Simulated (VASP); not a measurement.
The system is MgS.

```xyz
4
Lattice="4.0346 0.0000 0.0000 -2.0173 3.4941 0.0000 0.0000 0.0000 6.4323" Properties=species:S:1:pos:R:3 pbc="T T T"
S     2.0173    1.1647    5.6556
S     0.0000    2.3294    2.4394
Mg    0.0000    2.3294    6.4050
Mg    2.0173    1.1647    3.1888
```

The cell comes from a database or a generator and needn't be the stable form of this composition.

Program: VASP 6.6.1. Alike in all runs: no spin polarisation; cell as given.

Question: Order these runs on this cell by their band gap on the k mesh, lowest first.
A. level HSE(alpha, omega); potentials or basis VASP PAW PBE potentials, release 64 (S, Mg); k mesh 4 × 4 × 2; cutoff (eV) 520; smearing fermi-dirac 0.05 eV; grid for exact exchange (PRECFOCK) Fast; screening parameter 0.3; mesh quality coarse
B. level r2SCAN-EpsX; potentials or basis VASP PAW PBE potentials, release 64 (S, Mg); k mesh 5 × 5 × 3; cutoff (eV) 520; smearing tetrahedron; grid for exact exchange (PRECFOCK) Fast; exchange at q = 0 default; share of exact exchange 0.2486; mesh quality not flagged
C. level PBE; potentials or basis VASP PAW PBE potentials, release 64 (S_GW, Mg_GW); k mesh 4 × 4 × 2; cutoff (eV) 450; smearing gaussian 0.02 eV; mesh quality coarse
D. level HSE06; potentials or basis VASP PAW PBE potentials, release 64 (S, Mg); k mesh 6 × 6 × 4; cutoff (eV) 520; smearing gaussian 0.02 eV; ladder gaps; grid for exact exchange (PRECFOCK) Fast; screening parameter 0.2 1/A; mesh quality not flagged

Answer: C (3.43 eV), A (4.28 eV), D (4.50 eV), B (5.56 eV).

Caveats: some runs use coarse meshes.
